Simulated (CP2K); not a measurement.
Runs of CP2K 2026.2 on WC. It takes space group F-43m (No. 216, cubic). Conventional cell: a = 4.604 Å, b = 4.604 Å, c = 4.604 Å, α = 90.00°, β = 90.00°, γ = 90.00°. Around W (site symmetry -43m) lie 4 C at 1.99 Å. C (site symmetry -43m) is surrounded by 4 W at 1.99 Å. The cell was built by a generator and needn't be a form met in nature.

```tsv
potentials or basis	gap on the mesh (eV)	pressure (GPa)
GTH_POTENTIALS W GTH-BLYP-q14, C GTH-BLYP-q4; DZVP-MOLOPT-SR-GTH basis	none	13.8
GTH_POTENTIALS W GTH-PADE-q14, C GTH-PADE-q4; DZVP-MOLOPT-SR-GTH basis	none	-10.9
GTH_POTENTIALS W GTH-PBE-q14, C GTH-PBE-q4; DZVP-MOLOPT-SR-GTH basis	none	(a)
POTENTIAL_UZH W GTH-PBE0-q14, C GTH-PBE0-q4; DZVP-MOLOPT-SR-GTH basis	none	(b)
POTENTIAL_UZH W GTH-SCAN-q14, C GTH-SCAN-q4; DZVP-MOLOPT-SR-GTH basis	none	11.5
```

Alike in all rows: task single point; level PBE; no spin polarisation; cell as given; k mesh 10 × 10 × 10; smearing fermi-dirac 0.05 eV.

Q: Fill in the values left out.

A: (a) 15.0; (b) 15.3.

Caveats: the basis of atomic orbitals isn't converged, which shifts pressures, moduli and gaps; the potentials were made for another functional, which shifts forces and pressure (some runs).

A k mesh can miss the band edges, and the runs leave out spin-orbit coupling on W.

A gap of «none» marks a metal or a gap under the smearing width.
